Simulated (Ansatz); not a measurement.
CoPdO2, 4 atoms in the cell. Symmetry: R-3m, No. 166, trigonal system. Conventional cell: a = 2.863 Å, b = 2.863 Å, c = 17.873 Å, α = 90.00°, β = 90.00°, γ = 120.00°. Pd (site symmetry -3m) has 2 O at 2.01 Å as nearest neighbours. Around Co (site symmetry -3m) lie 6 O at 1.92 Å. O (site symmetry 3m) has 3 Co at 1.92 Å and 1 Pd at 2.01 Å as nearest neighbours. The cell is a database's computed one.

* Program: Ansatz 0.2.0
* Task: projected density of states
* Functional: PBEsol
* Potentials or basis: Ansatz PAW
* Cutoff: 420 eV (not typed: the program's choice for these potentials)
* k mesh: 11 × 11 × 11
* Occupations: fermi-dirac, width 0.05 eV
* Spin: collinear spin, ferromagnetic start
* Starting moments: [0.0, 2.0, 0.0, 0.0] μB
* Hubbard terms: Co d U = 5 eV, Pd d U = 5 eV
* Hubbard projectors: ortho-atomic (the default)
* Double counting: fll (the default)

Potentials or basis: Ansatz PAW.

The run is started by

```console
$ ansatz run input.yaml --threads 2 --pin off --max-ram 5632MiB --backend cpu --events-out ev --progress --plain --runs-dir out
```

Hardware: 2 threads of Intel(R) Xeon(R) Platinum 8375C CPU @ 2.90GHz (Ice Lake) (shared host).

**Question.** How long does it take, and how much memory?

**Answer.** Run time: 6.8 min on 2 threads of Intel(R) Xeon(R) Platinum 8375C CPU @ 2.90GHz (Ice Lake), on a shared host, peak memory 2.3 GiB. Counts: scf iterations 66, plane waves 829, k points 146, bands 34.
